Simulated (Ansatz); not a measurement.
# AlAs: the cost of one run

Computed with Ansatz 0.2.0 (DFT LDA, all-electron LAPW, scalar-relativistic unless said, unless a step's input says otherwise).

### 1 The system as given

It takes space group F-43m (No. 216, cubic). Conventional cell: a = 5.629 Å, b = 5.629 Å, c = 5.629 Å, α = 90.00°, β = 90.00°, γ = 90.00°. Al (site symmetry -43m) is surrounded by 4 As at 2.44 Å. As (site symmetry -43m) is surrounded by 4 Al at 2.44 Å.

As a file:

```cif
data_structure
_symmetry_space_group_name_H-M 'F-43m'
_symmetry_Int_Tables_number 216
_cell_length_a 5.6291
_cell_length_b 5.6291
_cell_length_c 5.6291
_cell_angle_alpha 90.000
_cell_angle_beta 90.000
_cell_angle_gamma 90.000
_cell_volume 178.37
loop_
_atom_site_label
_atom_site_type_symbol
_atom_site_symmetry_multiplicity
_atom_site_Wyckoff_symbol
_atom_site_fract_x
_atom_site_fract_y
_atom_site_fract_z
_atom_site_occupancy
Al1 Al 4 a 0.00000 0.00000 0.00000 1
As1 As 4 d 0.75000 0.25000 0.25000 1
```

Cartesian axes are those of the input's lattice vectors. The structure goes back to a database entry.

### 2 Reference run, fine mesh, LAPW

input.yaml

```yaml
crystal:
  lattice:
    - [2.81457055424, 2.81457055424, 0.0]
    - [-2.81457055424, 2.81457055424, 0.0]
    - [0.0, 2.81457055424, 2.81457055424]
  atoms:
    - { symbol: Al, position: [0.0, 0.0, 0.0] }
    - { symbol: As, position: [0.75, 0.25, 0.5] }
kpoints:
  mp_grid: { grid: [8, 8, 8] }
scf:
  occupations: { method: fixed }
hamiltonian:
  xc: lda
  pseudopotentials: { kind: all_electron, lapw: { basis_error: 0.001 } }
output:
  forces: true
  stress: true
  eigenvalues: true
  eigenstates:
    nscf_kmesh: { grid: [12, 12, 12] }
    de_dk: true
    e_range: [-9, 11.32457143714]
checkpoint:
  write: ck
  write_wavefunctions: false
```

Command:

```sh
$ ansatz run input.yaml --threads 1 --pin off --max-ram 3072MiB --backend cpu --events-out ev --progress --plain --runs-dir out
```

Q: Estimate wall time and peak memory on 1 thread of Arm Neoverse V1, shared host.

About 23 s, with a peak of 0.28 GiB.
